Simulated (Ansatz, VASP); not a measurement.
**WSe in VASP and in Ansatz**

INCAR

```
ALGO = Normal ; EDIFF = 1E-6
ENCUT = 520 ; GGA = PE
ISIF = 2 ; ISMEAR = 0
LASPH = T ; LCHARG = F
LREAL = F ; LWAVE = F
NBANDS = 17 ; NELM = 100
PREC = Accurate ; SIGMA = 0.1
```

The input KPOINTS:

```
k-points
0
Gamma
  14 14 14
```

POSCAR

```
WSe
1.0
    3.2103210811      0.0000000000      0.0000000000
    0.0000000000      3.2103210811      0.0000000000
    0.0000000000      0.0000000000      3.2103210811
W Se
1 1
Direct
    0.0000000000      0.0000000000      0.0000000000
    0.5000000000      0.5000000000      0.5000000000
```

Input for Ansatz:

```yaml
crystal:
  lattice:
    - [3.2103210811, 0.0, 0.0]
    - [0.0, 3.2103210811, 0.0]
    - [0.0, 0.0, 3.2103210811]
  atoms:
    - { symbol: W, position: [0.0, 0.0, 0.0] }
    - { symbol: Se, position: [0.5, 0.5, 0.5] }
basis:
  ecutwfc: 420
kpoints:
  mp_grid: { grid: [14, 14, 14] }
hamiltonian:
  xc: pbe
scf:
  occupations: { method: gaussian, width: 0.1 }
  lower_state_search: "off"
output:
  forces: true
  stress: true
  eigenvalues: true
  write_density: true
  write_potential: true
  elf: true
  volumetric_format: npy
```

Alike in both runs: task single point; functional PBE; k mesh 14 × 14 × 14; occupations gaussian, width 0.1 eV; no spin polarisation.

```csv
,VASP,Ansatz
version,VASP 6.6.1,Ansatz 0.2.0
potentials or method,"VASP PAW PBE potentials, release 64 (W_sv, Se)","scalar-relativistic, plane waves, PAW"
plane-wave cutoff (eV),520,420
valence electrons in the cell,20,30
```

Ansatz gave:

```
gap on the k mesh at the Fermi level (eV) : none
pressure (GPa)                            : -10.3
```

**Question.** What did VASP give for the same quantities?

**Answer.** gap on the k mesh at the Fermi level (eV): none; pressure (GPa): -10.0.

A gap of «none» marks a metal or a gap that the smearing closes. With one functional, cell and mesh, what is left measures potentials, basis and numerics. The two sets of potentials don't hold the same shells in valence.

Spin-orbit coupling is left out, which matters for the levels of W.
